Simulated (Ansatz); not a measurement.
# NaF: the cell at several levels of theory

One table from this session's results is given with a row withheld; the runs are named, their logs left out.

Code: Ansatz 0.2.0. PAW datasets, plane waves, zero pressure. No spin polarisation and no zero-point or thermal motion; the cell was built from a prototype and may be hypothetical.

### The cell

This is the cell as the run starts from it, not yet at rest; its lengths are not the crystal's.

It is cubic, F-43m (No. 216); a = 4.516 Å in the conventional setting, 11.51 Å³ an atom. Near Na stand 4 F at 1.96 Å; near F stand 4 Na at 1.96 Å.

The structure in full:

```cif
data_structure
_symmetry_space_group_name_H-M 'P 1'
_symmetry_Int_Tables_number 1
_cell_length_a 3.1933
_cell_length_b 3.1933
_cell_length_c 3.1933
_cell_angle_alpha 60.000
_cell_angle_beta 60.000
_cell_angle_gamma 60.000
_cell_volume 23.03
loop_
_atom_site_label
_atom_site_type_symbol
_atom_site_fract_x
_atom_site_fract_y
_atom_site_fract_z
_atom_site_occupancy
Na1 Na 0.00000 0.00000 0.00000 1
F1 F 0.25000 0.25000 0.25000 1
```

Set-up of the first run:

Input file input.yaml:

```yaml
crystal:
  lattice:
    - [0.0, 2.2580169028, 2.2580169028]
    - [2.2580169028, 0.0, 2.2580169028]
    - [2.2580169028, 2.2580169028, 0.0]
  atoms:
    - { symbol: Na, position: [0.0, 0.0, 0.0] }
    - { symbol: F, position: [0.25, 0.25, 0.25] }
kpoints:
  mp_grid: { grid: [8, 8, 8] }
hamiltonian:
  xc: pbe
scf:
  occupations: { method: fermi_dirac, width: 0.02 }
relax:
  f_tol: 0.005
  cell: {}
```

Started as:

```sh
$ ansatz run input.yaml --threads 2 --pin off --max-ram 2211MiB --backend cpu --events-out ev --progress --plain --runs-dir out
```

Steps of the session up to this table: Relaxation with PBE; Relaxation with r2SCAN; Relaxation with PBEsol; Relaxation with LDA; Relaxing with HSE06.

One table of the session follows, with a row left open; its other results are not shown here.

| level | a (Å) | volume (Å³/atom) |
| --- | --- | --- |
| PBE | ? | ? |
| r2SCAN | 5.063 | 16.219 |
| PBEsol | 5.091 | 16.496 |
| LDA | 4.963 | 15.279 |
| HSE06 | 5.096 | 16.545 |

Q: Estimate the row for PBE from the others.

**Answer.** a (Å): 5.154; volume (Å³/atom): 17.115. In the column «a (Å)» it is the highest.

The volume runs from LDA (least) to PBE (most), a spread of 12.0 %, or 3.9 % in length if all axes shared it alike. The meshes differ: PBE 8×8×8, r2SCAN 8×8×8, PBEsol 8×8×8, LDA 8×8×8, HSE06 6×6×6.
